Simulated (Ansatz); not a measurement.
The cell comes from COD entry 9013474, which wasn't checked; take it as a given geometry. It was measured hot, at 722 K.

Fe: DFT, PBE, PAW with Ansatz's default frozen-core files, scalar-relativistic (Ansatz 0.2.0).

```yaml
crystal:
  lattice:
    - [-1.439, 1.439, 1.439]
    - [1.439, -1.439, 1.439]
    - [1.439, 1.439, -1.439]
  atoms:
    - { symbol: Fe, position: [0.0, 0.0, 0.0], spin: 3.0 }
magnetization:
  spin_polarized: true
kpoints:
  mp_grid: { grid: [20, 20, 20] }
  band_path:
    path:
      - [0.0, 0.0, 0.0]
      - [0.5, -0.5, 0.5]
      - [0.0, 0.0, 0.5]
      - [0.0, 0.0, 0.0]
      - [0.25, 0.25, 0.25]
      - [0.5, -0.5, 0.5]
      - [0.25, 0.25, 0.25]
      - [0.0, 0.0, 0.5]
    npoints: 8
scf:
  occupations: { method: fermi_dirac, width: 0.05 }
hamiltonian:
  xc: pbe
  pseudopotentials: { kind: paw }
output:
  forces: true
  stress: true
  eigenvalues: true
  efg: { contact_densities: true }
  populations: true
  bader: true
  dos: { projected: true, de: 0.2, e_range: [-14, 8] }
```

Output:

```
Engine: ansatz 0.2.0
Pseudopotentials: kind: paw
Pseudopotential: Fe, paw, valence charge 16, recommended cutoff 420 eV (normal)
Functional definition: PBE
  parameter kappa = 0.804
  parameter beta = 0.06672455060314922
  exchange = pbe_x(kappa = kappa, mu = beta*pi^2/3)
  correlation = pbe_c(beta = beta)
Crystal: 1 atoms, lattice volume = 11.919 Å³
Basis set: ecut = 420 eV, 225 PW (Γ), exchange–correlation on 36×36×36 points (8 copies of the dense FFT grid, shifted against one another)
Bands: 14, of which v1, the nominal top of the filled ones, is band 8 counted from 1 (7 counted from 0)
Symmetry: 48 space group operations
Space group: Im-3m (ITA 229), of the structure as read, at distance tolerance 2.3e-5 Å
Magnetic group: BNS 229.140 (UNI 1642), of the structure as read, at distance tolerance 2.3e-5 Å
k-points: 256 of 8000
Non-local potential: Fe, projectors of the file, l = 0: 3, l = 1: 2, l = 2: 3, l = 3: 1
PAW form: soft (Blöchl's): semilocal exchange-correlation on the pseudo side does not see the compensation charge
PAW one-centre angular grid: Fe, 590 points (default); XC on 64 Gauss nodes
Initial density: superposition of atomic densities (chi_scale 0.1, normalization cell)
Starting moments: Σ|m| = 3 μB on 1 of 1 site
Initial wavefunctions: pseudopotential atomic-orbital guess
Functional: x = pbe(κ = 0.804, μ = 0.2195149727645171), c = pbe(β = 0.06672455060314922)
SCF iter   1: F=—  HF=-4480.582142 eV  |F-HF|=—  |Δ(HF+E_count)|=         —  Δρ=1.22e-1 (↑1.22e-1 ↓4.57e-2)  dr2=1.45e0  dr2_m=4.39e-1  M=2.176 μB ∫|m|=2.215 μB  β_m=0.30  ethr=3.10e-3  ⟨swp⟩=4.6  Hψ=34134  notcnv=0
Mixer restart at iter 1: flushing history
preconditioner: auto → none  [metal: Δε(μ)=0.008 eV  Ē_g=13.994 eV  σ=0.050 eV  W_gap=0.04  n_scr=0 (ndim 8)  ℏωp=30.4 eV  f_vac=0.000  D(μ)=0.79/eV (n_scr^D=12)]
SCF iter   2: F=—  HF=-4479.914638 eV  |F-HF|=—  |Δ(HF+E_count)|=   6.68e-1  Δρ=2.38e-2 (↑2.30e-2 ↓2.38e-2)  dr2=5.06e-2  dr2_m=3.41e-2  M=2.396 μB ∫|m|=2.469 μB  β_m=0.29  ethr=3.10e-3  ⟨swp⟩=3.0  Hψ=17576  notcnv=0  defer=506
SCF iter   3: F=—  HF=-4480.132880 eV  |F-HF|=—  |Δ(HF+E_count)|=   2.18e-1  Δρ=2.32e-2 (↑1.83e-2 ↓2.32e-2)  dr2=2.78e-3  dr2_m=4.48e-2  M=2.295 μB ∫|m|=2.378 μB  β_m=0.64  ethr=3.17e-4  ⟨swp⟩=3.0  Hψ=14499  notcnv=0  defer=529
SCF iter   4: F=—  HF=-4480.447671 eV  |F-HF|=—  |Δ(HF+E_count)|=   3.15e-1  Δρ=4.92e-3 (↑3.42e-3 ↓4.92e-3)  dr2=1.06e-3  dr2_m=1.07e-3  M=2.244 μB ∫|m|=2.360 μB  β_m=0.65  ethr=1.74e-5  ⟨swp⟩=2.8  Hψ=15329  notcnv=0  defer=530
SCF iter   5: F=—  HF=-4480.467539 eV  |F-HF|=—  |Δ(HF+E_count)|=   1.99e-2  Δρ=7.44e-3 (↑7.44e-3 ↓1.76e-3)  dr2=6.82e-3  dr2_m=1.08e-3  M=2.258 μB ∫|m|=2.382 μB  β_m=0.83  ethr=6.62e-6  ⟨swp⟩=2.7  Hψ=15520  notcnv=0  defer=527  recentre
SCF iter   6: F=—  HF=-4480.474024 eV  |F-HF|=—  |Δ(HF+E_count)|=   6.48e-3  Δρ=6.92e-4 (↑1.67e-4 ↓6.92e-4)  dr2=3.11e-5  dr2_m=1.51e-5  M=2.246 μB ∫|m|=2.376 μB  β_m=0.73  ethr=6.62e-6  ⟨swp⟩=2.0  Hψ=13846  notcnv=0  defer=527
SCF iter   7: F=—  HF=-4480.474044 eV  |F-HF|=—  |Δ(HF+E_count)|=   1.99e-5  Δρ=3.34e-4 (↑3.34e-4 ↓3.27e-4)  dr2=8.16e-8  dr2_m=1.19e-5  M=2.247 μB ∫|m|=2.378 μB  β_m=0.86  ethr=1.94e-7  ⟨swp⟩=1.4  Hψ=8120  notcnv=0  defer=526
SCF iter   8: F=—  HF=-4480.474045 eV  |F-HF|=—  |Δ(HF+E_count)|=   5.30e-7  Δρ=9.50e-5 (↑4.35e-5 ↓9.50e-5)  dr2=2.73e-7  dr2_m=5.15e-7  M=2.247 μB ∫|m|=2.379 μB  β_m=0.93  ethr=5.10e-10  ⟨swp⟩=2.4  Hψ=11533  notcnv=0  defer=526
SCF iter   9: F=—  HF=-4480.474045 eV  |F-HF|=—  |Δ(HF+E_count)|=   1.40e-7  Δρ=2.71e-5 (↑2.71e-5 ↓2.62e-5)  dr2=1.46e-10  dr2_m=7.76e-8  M=2.248 μB ∫|m|=2.379 μB  β_m=0.97  ethr=5.10e-10  ⟨swp⟩=2.5  Hψ=11022  notcnv=0  defer=526
SCF iter  10: F=-4480.474045 eV  HF=-4480.474045 eV  |F-HF|=2.37e-10  |Δ(HF+E_count)|=   6.13e-9  Δρ=4.28e-6 (↑4.28e-6 ↓3.24e-6)  dr2=1.05e-10  dr2_m=1.53e-9  M=2.248 μB ∫|m|=2.379 μB  ethr=1.00e-12  ⟨swp⟩=3.9  Hψ=26357  notcnv=0
SCF 1 converged in 10 iterations: F = -4480.474045 eV  dr2 = 1.05e-10
  greatest PAW one-centre occupation: 1.001 electrons in one spin orbital (limit 2), on the Fe atom at site 0 (counted from 0), in its partial waves of l = 1
NSCF: frozen V_eff on 57 k-points
SCF converged after 10 iterations
Magnetization: 2.2476 μB (9.1238 up, 6.8762 down)
Absolute magnetization: 2.3791 μB (∫|ρ↑−ρ↓|, with the PAW one-centre terms)
Spin contamination: 0.0421 ħ² per cell (⟨S²⟩ above its minimum at these occupations)
Per-site moments (μB) at R_I (Å): [(2.304020377119669, 1.028123708737791)]
Free energy (F): -4480.474045 eV
Harris-Foulkes:  -4480.474045 eV  (|F-HF|=2.37e-10)
Internal energy: -4480.466200 eV  (E = F + TS)
E sigma→0 (E₀):  -4480.470123 eV
Entropy (-TS):   -0.007844 eV (-7.844 meV/atom)
Fermi energy:    17.443632 eV
--- Per-component energies (eV) ---
  E_band       = -227.232818
  E_kinetic    = 349.067300
  E_local      = -2122.978833  (includes V_loc(G=0)·N_el)
  E_nonlocal   = 219.052027
  E_hartree    = 888.972524
  E_xc         = -117.384888
  E_vxc        = -151.118363  (∫ρ·V_xc dr)
  E_paw        = -1366.524582  (= ΣΔE_a)
  E_vpaw       = -299.200224  (= ΣTr[D̂ρ^β])
  E_aug_tail   = 0.000839  (compensation charges beyond the density's cutoff)
  E_ewald      = -2330.670587
  E_smearing   = -0.007844  (= −TS)
  E_closure    = 0.000000  (closes the sum)
  Σ components = -4480.474045   (vs F -4480.474045, Δ=0.00e0)
--- Forces (eV/Å), atoms counted from 1 ---
  atom   1  Fe    -0.00000000     0.00000000     0.00000000
  max |Σ_I F_I| component: 1.19e-31 eV/Å
--- Stress (GPa, compression-positive) ---
       -8.288624      -0.000000      -0.000000
        0.000000      -8.288624      -0.000000
        0.000000      -0.000000      -8.288624
  P = ⅓ Tr σ = -8.2886 GPa (-82.886 kbar)
--- PAW observables at the nuclei: V_zz in 10²¹ V/m², potentials from the cell's mean, atoms counted from 1 ---
  atom   1  Fe V_zz =    -0.000000   η = 0.0000   by run symmetry: forbidden
            electrostatic potential = -3211.951038 V   contact ρ = 100577.691604 e/Å³   contact ρ_s (e/Å³): all electrons -3.897499, valence +1.777334
--- Band table (eV; the first three rows and the last of 512) ---
  k-point 0 ↑: bands = ["-70.5764", "-36.4068", "-36.4068", "-36.4068", "9.2185", "15.2448", "15.2448", "15.2448", "16.3745", "16.3745", "41.4172", "41.4172", "41.4172", "46.5568"]
  k-point 1 ↑: bands = ["-70.5748", "-36.4156", "-36.4098", "-36.4068", "9.3190", "15.2182", "15.2432", "15.2972", "16.3476", "16.3766", "40.7758", "41.2884", "41.3535", "46.0105"]
  k-point 2 ↑: bands = ["-70.5702", "-36.4408", "-36.4182", "-36.4068", "9.6157", "15.1417", "15.2314", "15.4511", "16.2817", "16.3832", "39.2045", "40.8182", "41.1877", "45.2200"]
  k-point 255 ↓: bands = ["-67.7373", "-34.0149", "-34.0149", "-34.0149", "14.7259", "14.7259", "19.7852", "19.7852", "19.7852", "27.2175", "27.2175", "27.2175", "33.6440", "33.6440"]
--- Löwdin populations: 1 site ---
  site symbol       q [e]    m [muB]
     0     Fe     15.7750     2.3229
  spilling = 0.014061 (of n_electrons = 16.000000)
--- Bader charges: 1 site ---
  site symbol  charge [e]  shift [e]    m [muB]
     0     Fe      0.0000     0.0000     2.2475
  estimated error of the sums over rays = 1.9e-7 e
```

populations.tsv:

```
# site	symbol	l	j	q_up	q_dn
# orbitals = lowdin
# n_electrons = 16.000000
# spilling = 0.014061
0	Fe	0_3S	-	0.993433	0.993750
0	Fe	0_4S	-	0.434961	0.488883
0	Fe	1_3P	-	2.998436	2.998166
0	Fe	2_3D	-	4.622115	2.245273
```

bader_charges.tsv:

```
# site	symbol	x_ang	y_ang	z_ang	partial_charge_e	electrons	volume_ang3	relative_density_drop	shared_charge_e	partial_wave_shift_e	spin_moment_mub
# quadrature_error_electrons = 1.9e-7
0	Fe	0.0000	0.0000	0.0000	0.00000	26.00000	11.92	-	0.00000	0.00000	2.24754
```
